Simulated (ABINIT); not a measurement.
A run of ABINIT 10.8.3 (patched build) is set up as follows.

File run.abi:

```
# Pseudopotentials
pp_dirpath "./"
pseudos "Sb.upf, Ga.upf"

# Structure
acell 4.3260792873 4.3260792873 4.3260792873 Angstrom
rprim
     0.0000000000     0.7071067812     0.7071067812
     0.7071067812     0.0000000000     0.7071067812
     0.7071067812     0.7071067812     0.0000000000
ntypat 2
znucl 51 31
natom 2
typat 1 2
xred
     0.7500000000     0.7500000000     0.7500000000
     0.0000000000     0.0000000000     0.0000000000

# Plane-wave basis
ecut 57.0

# k points
kptopt 1
ngkpt 6 6 6
nshiftk 1
shiftk 0.0 0.0 0.0

# Exchange and correlation
ixc -116133

# Bands and occupations
nband 27
occopt 3
tsmear 0.00183747

# SCF cycle
nstep 100
tolvrs 1.0e-10

# Output
iomode 3
prtwf 0
prtden 0
prteig 0
prtebands 0
prtvol 2
```

Potentials or basis: PseudoDojo NC SR PBEsol v0.4 stringent.

Launch:

```bash
$ mpirun --bind-to none -np 4 abinit run.abi > log 2>&1
```

Question: What does it give for the pressure?

Answer: -0.1 GPa.

Question: What does it give for the band gap on the k mesh?

Answer: None (metal or under the smearing width).

Caveat: this crystal is a semiconductor, whose small gap the functional closes, so the metal is an error of the method. The run has no spin-orbit coupling, so splittings on Sb are missing.

**Experimental background.**

A printed reference work, data compilation reports, for a bulk crystal of GaSb at 4.2 K: band gap 0.811 eV (direct).

A measured gap of GaSb is 0.811 eV (direct; 4.2 K; a printed reference work, data compilation); the calculated 0.00 eV misses it by -0.81 eV. Spin-orbit coupling on Ga, Sb is left out. The value is that of PBEsol on a finite k mesh, which can miss the band edges, without temperature or zero-point motion. Semilocal functionals fall short of measured gaps as a rule.
